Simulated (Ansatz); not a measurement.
Ta under changes of volume

One of the cells (18.010 Å³/atom); the others are scaled copies at fixed shape and fractional positions:

```
Ta
1.0
    -1.65128    1.65128    1.65128
     1.65128   -1.65128    1.65128
     1.65128    1.65128   -1.65128
Ta
1
Direct
  0.00000 0.00000 0.00000
```

| Item | Value |
| --- | --- |
| Program | Ansatz 0.2.0 |
| Functional | PBE |
| Potentials or basis | Ansatz PAW |
| Cutoff | 420 eV (not typed: the program's choice for these potentials) |
| k mesh | 11 × 11 × 11 |
| Occupations | fermi-dirac, width 0.05 eV |
| Spin | no spin polarisation |

| volume (Å³/atom) | energy over the lowest point (meV/atom) | pressure (GPa) |
| --- | --- | --- |
| 16.930 | ? | ? |
| 17.290 | 31.39 | 11.8 |
| 17.650 | 10.88 | 6.9 |
| 18.010 | 0.81 | 2.6 |
| 18.371 | 0.00 | -1.3 |
| 18.731 | 7.47 | -4.8 |
| 19.091 | 22.37 | -8.0 |

What does the run at 16.930 Å³/atom give?

Energy over the lowest point 63.65 meV/atom; pressure 17.2 GPa.

Worked out: A Birch-Murnaghan fit of order 3 (a polynomial in V^(-2/3)) to the other rows has its minimum at 18.22 Å³/atom with B0 = V·E''(V) = 195 GPa and B' = 4.7. It gives 63.54 meV/atom at 16.930 Å³/atom, against the run's 63.65, and -dE/dV = 17.1 GPa, against 17.2.

Energies are extrapolated to zero smearing.
